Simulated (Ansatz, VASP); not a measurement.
## One calculation of Al, two programs

```
CELL_PARAMETERS angstrom
2.67839 0.00000 0.00000
-1.33920 2.31955 0.00000
0.00000 0.00000 4.39190
ATOMIC_POSITIONS crystal
Al 0.66667 0.33333 0.75000
Al 0.33333 0.66667 0.25000
```

Alike in both runs: functional r2SCAN; k mesh 11 × 11 × 6; occupations fermi-dirac, width 0.1 eV; no spin polarisation.

Ansatz relaxed the structure, and its values are those at the end. VASP's run is a single point on that final structure, the one shown.

```csv
,VASP,Ansatz
version,VASP 6.6.1,Ansatz 0.2.0
potentials or method,"VASP PAW PBE potentials, release 64 (Al)","plane waves, PAW"
plane-wave cutoff (eV),520,650
valence electrons in the cell,6,6
```

VASP gave:

```
gap on the k mesh at the Fermi level (eV) : none
pressure (GPa)                            : 19.5
```

Q: Which values does Ansatz return?

A: gap on the k mesh at the Fermi level (eV): none; pressure (GPa): 20.0.

A gap of «none» marks a metal or a gap that the smearing closes.

Caveats: so large a pressure means that the cell lies far from this level's equilibrium, or that cutoff or potentials fall short (VASP); the potentials were made for another functional, which shifts forces and pressure (VASP).
